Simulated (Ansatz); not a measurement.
## InN in the wurtzite structure (space group P6_3mc, No. 186)

InN is modelled in the hexagonal space group P6₃mc (No. 186), the wurtzite structure, Pearson symbol hP4. Cell: a = 3.581 Å, b = 3.581 Å, c = 5.788 Å, α = 90.00°, β = 90.00°, γ = 120.00°. In on 2b is coordinated by 4 N at 2.183–2.192 Å (tetrahedral). N on 2b is surrounded by 4 In at 2.183–2.192 Å (tetrahedral). (Neighbours: up to the widest gap in distance over summed covalent radii, below 1.35, at either atom; cation-cation and far metal-metal contacts left out.)

All numbers come from PBE (Ansatz, a quantum-chemistry and plane-wave program; PAW; 420 eV plane waves; no spin-orbit coupling). Γ-centred 11×11×6 mesh, Fermi–Dirac width 0.05 eV.

The volume per atom is 16.06 Å³. The density is 6.66 g/cm³, the band gap is zero and the total energy is -2990.811 eV/atom (σ→0; compares only within this code and set-up).

No phonon test of stability was made. All final runs are without spin polarisation. The zero or small gap of InN can change with the level of theory.
